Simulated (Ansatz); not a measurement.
# Ir in Ansatz: the effect of functional

Crystal: Ir.

```xyz
2
Lattice="2.7514 0.0000 0.0000 -1.3757 2.3828 0.0000 0.0000 0.0000 4.4623" Properties=species:S:1:pos:R:3 pbc="T T T"
Ir    0.0000    1.5885    1.1156
Ir    1.3757    0.7943    3.3467
```

This isn't the form of Ir at room conditions, which is fcc.

Alike in all runs:

| Property | Result |
| --- | --- |
| Program | Ansatz 0.2.0 |
| Task | band structure |
| Potentials or basis | Ansatz PAW |
| k mesh | 11 × 11 × 6 |
| Occupations | fermi-dirac, width 0.05 eV |
| Spin | no spin polarisation |

Q: One run gave: pressure -12.4 GPa. Which functional did it use?
A. r2SCAN
B. revPBE
C. PBEsol
D. BLYP
E. LDA

A: C.

```csv
functional,cutoff,pressure (GPa)
LDA,420 eV (not typed: the program's choice for these potentials),-17.8
PBEsol,420 eV (not typed: the program's choice for these potentials),-12.4
RPBE,420 eV (not typed: the program's choice for these potentials),2.8
revPBE,420 eV (not typed: the program's choice for these potentials),1.6
BLYP,420 eV (not typed: the program's choice for these potentials),15.3
r2SCAN,500 eV (not typed: the program's choice for these potentials),-8.7
```

Caveats: the PAW data sets come from PBE, with cores solved anew for the run's functional, which leaves a small shift of forces and pressure.

Runs at the PBE level aren't shown here.
